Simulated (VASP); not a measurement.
AlFe:

```
Fe Al
1.0
     2.91000    0.00000    0.00000
     0.00000    2.91000    0.00000
     0.00000    0.00000    2.91000
Fe Al
1 1
Cartesian
  1.4550 1.4550 1.4550
  0.0000 0.0000 0.0000
```

```yaml
Program: VASP 6.6.1
Task: single point
Functional: PBE
Potentials_or_basis: VASP PAW PBE potentials, release 64 (Fe, Al)
Cutoff: 520 eV
k_mesh: 9 × 9 × 9
Occupations: fermi-dirac, width 0.05 eV
Spin: collinear spin, ferromagnetic start
Starting_moments: "[3.0, 0.0] μB"
```

On this cell: pressure -6.1 GPa; largest force zero by symmetry; net moment 0.65 μB per cell; site moments Fe +0.70; Al -0.02 μB; band gap on the k mesh none (metal or under the smearing width).

The same run follows on a disturbed copy (atoms moved at random, drawn with an rms of 0.05 Å):

```xyz
2
Lattice="2.9100 0.0000 0.0000 0.0000 2.9100 0.0000 0.0000 0.0000 2.9100" Properties=species:S:1:pos:R:3 pbc="T T T"
Fe    1.5004    1.4741    1.3851
Al    0.0497    0.0455   -0.0318
```

**Question.** What changes?

**Answer.** The energy (extrapolated to zero smearing) moves by +3.8 meV/atom; pressure -6.0 GPa; largest force 0.328 eV/Å; net moment 0.65 μB per cell; site moments Fe +0.70; Al -0.02 μB; band gap on the k mesh none (metal or under the smearing width).

Forces in eV/Å, atoms in the order of the input:
```
Fe   0.030  0.186  0.268
Al  -0.030 -0.186 -0.268
```

Stress tensor (GPa, compression positive):
```
-5.95  0.02  0.02
 0.02 -6.00  0.14
 0.02  0.14 -6.06
```
